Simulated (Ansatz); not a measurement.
# H: energy from the work of forces and stress

```
H
1.0
     1.64853   -2.73169    0.00000
     1.64853    2.73169    0.00000
     0.00000    0.00000    6.31377
H
4
Direct
  0.56781 0.43219 0.99951
  0.43219 0.56781 0.00049
  0.43219 0.56781 0.49951
  0.56781 0.43219 0.50049
```

The calculation used DFT PBE, scalar-relativistic, plane waves, PAW in Ansatz.

Settings: cutoff 420 eV, Γ-centred mesh 8×8×4 on the computed 4-atom cell, Gaussian smearing of 0.02 eV; no spin polarisation.

At the start the stress (GPa, compression positive, xx yy zz yz xz xy) is 0.27 1.52 0.23 0.00 0.00 0.00 and the forces (eV/Å) are H1 (0.00, -0.32, 0.00); H2 (0.00, 0.32, 0.00); H3 (0.00, 0.32, 0.00); H4 (0.00, -0.32, 0.00). Each variant moves atoms by u and then strains the cell by ε, so an atom ends at (r + u)(1 + ε); shears are tensor components, each standing twice in ε. The starting volume is 56.87 Å³.

Variant 1: no strain, moves (Å) H1 (-0.133, 0.042, 0.054). There the stress is 0.35 3.64 0.23 -0.20 -0.04 0.55 GPa and the forces (eV/Å) are H1 (-0.27, -1.41, 0.10); H2 (0.27, 1.41, -0.10); H3 (0.00, 0.32, 0.00); H4 (0.00, -0.32, 0.01).

Variant 2: strain (xx yy zz yz xz xy, %) -1.53 -5.36 -3.18 0.00 0.00 0.00, moves (Å) H1 (0.000, 0.043, -0.003); H2 (0.000, -0.043, -0.203); H3 (0.000, -0.043, 0.203); H4 (0.000, 0.043, 0.003). There the stress is 0.32 18.67 2.08 0.00 0.00 0.00 GPa and the forces (eV/Å) are H1 (0.00, -4.73, 1.46); H2 (0.00, 4.73, -1.43); H3 (0.00, 4.73, 1.43); H4 (0.00, -4.73, -1.46).

Variant 3: strain (xx yy zz yz xz xy, %) -3.04 -4.00 -1.15 2.00 -0.18 0.15, moves (Å) H1 (0.025, -0.029, 0.035); H2 (-0.024, 0.015, -0.022); H3 (0.060, 0.036, 0.017); H4 (-0.062, -0.022, -0.030). There the stress is 0.41 -2.14 0.31 -0.13 -0.03 -0.32 GPa and the forces (eV/Å) are H1 (-0.01, 0.16, -0.01); H2 (0.01, -0.16, 0.00); H3 (-0.15, -0.94, -0.06); H4 (0.15, 0.94, 0.07).

Variant 4: strain (xx yy zz yz xz xy, %) -3.66 -2.03 -2.30 0.00 0.00 0.00, moves (Å) H1 (0.027, 0.007, 0.011); H2 (0.027, -0.007, -0.011); H3 (-0.027, -0.007, 0.011); H4 (-0.027, 0.007, -0.011). There the stress is 0.41 6.65 0.32 0.00 0.00 0.00 GPa and the forces (eV/Å) are H1 (0.00, -1.45, 0.03); H2 (0.00, 1.45, -0.03); H3 (0.00, 1.45, 0.03); H4 (0.00, -1.45, -0.03).

**Question.** Estimate each change of free energy from forces and stresses by the trapezoid rule along the path (r + tu)(1 + tε), t from 0 to 1, and compare with the computed change.

**Answer.** The derivative of the energy along the path is −F·u(1 + tε) for the atoms and −V σ(1 + tε)⁻¹ : ε for the cell, with F, σ and V taken at t (σ positive in compression; 1 eV/Å³ = 160.2 GPa). Averaging t = 0 and t = 1 gives, in meV per atom:
```json
{"variant": "1", "work on atoms": "4.0", "work on cell": "0.0", "sum": "4.0", "computed": "6.1"}
{"variant": "2", "work on atoms": "33.7", "work on cell": "49.3", "sum": "83.0", "computed": "114.4"}
{"variant": "3", "work on atoms": "6.3", "work on cell": "0.4", "sum": "6.7", "computed": "5.4"}
{"variant": "4", "work on atoms": "5.9", "work on cell": "8.6", "sum": "14.5", "computed": "14.4"}
```

The rule is exact for a quadratic energy surface and overshoots a term ct³ by c/2, so the difference between the last two columns measures the net anharmonic part along the path (terms of opposite sign can cancel, and the finite basis adds a little): 1 to 34 % here. The largest difference belongs to a path far outside the harmonic range.

Each cell of H holds molecules, and where no dispersion correction was added their binding is poorly described.